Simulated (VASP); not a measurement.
**Pt: relaxation of cell and atoms with LDA**

The system is Pt.

```
Pt
1.0
     0.00000    1.96090    1.96090
     1.96090    0.00000    1.96090
     1.96090    1.96090    0.00000
Pt
1
Direct
  0.00000 0.00000 0.00000
```

| Property | Result |
| --- | --- |
| Program | VASP 6.6.1 |
| Task | relaxation of cell and atoms |
| Functional | LDA |
| Potentials or basis | VASP PAW LDA potentials, release 64 (Pt) |
| Cutoff | 600 eV |
| k mesh | 16 × 16 × 16 |
| Occupations | methfessel-paxton, width 0.1 eV |
| Spin | no spin polarisation |
| Further INCAR settings | ALGO = Normal; EDIFF = 1e-06; IBRION = 2; EDIFFG = -0.01; NSW = 90; ISIF = 3 |

- Relaxed volume: 14.79 Å³/atom
- Relaxed cell: a = 2.755 Å, b = 2.755 Å, c = 2.755 Å, α = 60.00°, β = 60.00°, γ = 60.00°
- Space group after relaxing (to 0.05 Å): Fm-3m (No. 225)
- Energy gained by relaxing: 5.1 meV/atom
- Ionic steps: 4
- Pressure after relaxing: 0.0 GPa
- Band gap on the k mesh: none (metal or under the smearing width)

Step by step:
```csv
step,energy change (eV),largest force (eV/Å),pressure (GPa),volume (Å³)
1,0.0000,0.0000,-5.63,15.08
2,0.0466,0.0000,21.04,13.95
3,-0.0051,0.0000,-0.14,14.80
4,-0.0051,0.0000,-0.01,14.79
```

Final structure:
```cif
data_structure
_symmetry_space_group_name_H-M 'P 1'
_symmetry_Int_Tables_number 1
_cell_length_a 2.7554
_cell_length_b 2.7554
_cell_length_c 2.7554
_cell_angle_alpha 60.000
_cell_angle_beta 60.000
_cell_angle_gamma 60.000
_cell_volume 14.79
loop_
_atom_site_label
_atom_site_type_symbol
_atom_site_fract_x
_atom_site_fract_y
_atom_site_fract_z
_atom_site_occupancy
Pt1 Pt 0.00000 0.00000 0.00000 1
```

Levels at points of the mesh, in eV from the Fermi level:
| k point | band 2 | band 3 | band 4 | band 5 | band 6 | band 7 | band 8 | band 9 |
| --- | --- | --- | --- | --- | --- | --- | --- | --- |
| (0.00, 0.00, 0.00) | -3.92 | -3.92 | -3.92 | -1.66 | -1.66 | 14.59 | 19.62 | 19.62 |
| (0.50, 0.00, 0.00) | -3.97 | -3.97 | -0.53 | 0.07 | 0.07 | 6.00 | 14.16 | 19.05 |
| (0.50, 0.50, 0.00) | -6.84 | 0.05 | 0.53 | 0.53 | 1.75 | 9.10 | 11.42 | 11.42 |

Wall time 15 s on 1 thread of Intel(R) Xeon(R) 6975P-C (Granite Rapids) (shared host), peak memory 0.16 GiB.

The run has no spin-orbit coupling, so splittings on Pt are missing. LDA usually gives volumes a few per cent too small.
